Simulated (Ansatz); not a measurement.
Runs of Ansatz 0.2.0 on SiNi3. Symmetry: Pm-3m, No. 221, cubic system. Conventional cell: a = 3.542 Å, b = 3.542 Å, c = 3.542 Å, α = 90.00°, β = 90.00°, γ = 90.00°. Ni (site symmetry 4/mmm) is surrounded by 8 Ni at 2.50 Å and 4 Si at 2.50 Å. Si (site symmetry m-3m) has 12 Ni at 2.50 Å as nearest neighbours. 

```tsv
task	level	cutoff (eV)	points for each segment of the path	gap on the mesh (eV)	pressure (GPa)	moment (μB)
band structure	HSE03	420	4	none	(c)	1.91
single point	r2SCAN0	500	-	none	-18.8	0.25
single point	r2SCANh	500	-	none	-15.8	0.25
band structure	HSEsol	420	4	none	-18.8	(b)
single point	PBEsol0	420	-	none	-19.9	0.13
single point	r2SCAN50	500	-	none	-7.4	(a)
```

Alike in all rows: potentials or basis Ansatz PAW; spin collinear, ferromagnetic start; cell as given; k mesh 4 × 4 × 4; smearing fermi-dirac 0.05 eV; the mesh is coarse, so values aren't converged.

Q: Fill in the values left out.

A: (a) 2.00; (b) 0.50; (c) -7.1.

Caveats: all runs use coarse meshes; the magnetic or orbital state may not be the lowest; the PAW data sets come from PBE, with cores solved anew for the run's functional, which leaves a small shift of forces and pressure; the thresholds are loose for stress; so large a pressure means that the cell lies far from this level's equilibrium, or that cutoff or potentials fall short (some runs); the starting moments weren't kept (some runs).

A gap of «none» marks a metal or a gap under the smearing width.
